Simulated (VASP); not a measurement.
## Sn: equation of state with PBEsol

The system is Sn.

```xyz
1
Lattice="-1.7265 1.7755 2.3383 1.7265 -1.7755 2.3383 1.7265 1.7755 -2.3383" Properties=species:S:1:pos:R:3 pbc="T T T"
Sn    0.0000    0.0000    0.0000
```

This isn't the form of Sn at room conditions, which is tetragonal (white tin).

* Program: VASP 6.6.1
* Task: equation of state
* Functional: PBEsol
* Potentials or basis: VASP PAW PBE potentials, release 64 (Sn_d)
* Cutoff: 520 eV
* k mesh: 11 × 11 × 11
* Occupations: fermi-dirac, width 0.05 eV
* Spin: no spin polarisation
* Ladder: free
* Further INCAR settings: ALGO = Normal; EDIFF = 1e-07; NBANDS = 13

* Equilibrium volume: 26.57 Å³/atom (rough: see the caveat)
* Bulk modulus at fixed shape and positions: 57 GPa (rough)

Energy against volume, from the lowest point:
```
volume (Å³/atom)  energy (meV/atom)
          26.953               0.00
          27.526               4.71
          28.100              12.98
          28.673              24.41
          29.247              38.61
          29.820              55.27
          30.394              74.09
```

All runs of the series together: 6.7 min on 1 thread of Intel(R) Xeon(R) Platinum 8259CL CPU @ 2.50GHz (Skylake/Cascade Lake), with other jobs on the host.

Caveat: the minimum lies outside the volumes run; the cell was scaled at fixed shape and fractional positions, which overstates the stiffness of a crystal with free parameters, most of all of layers and chains; the PAW data sets were made with another functional, which shifts forces and pressure a little.
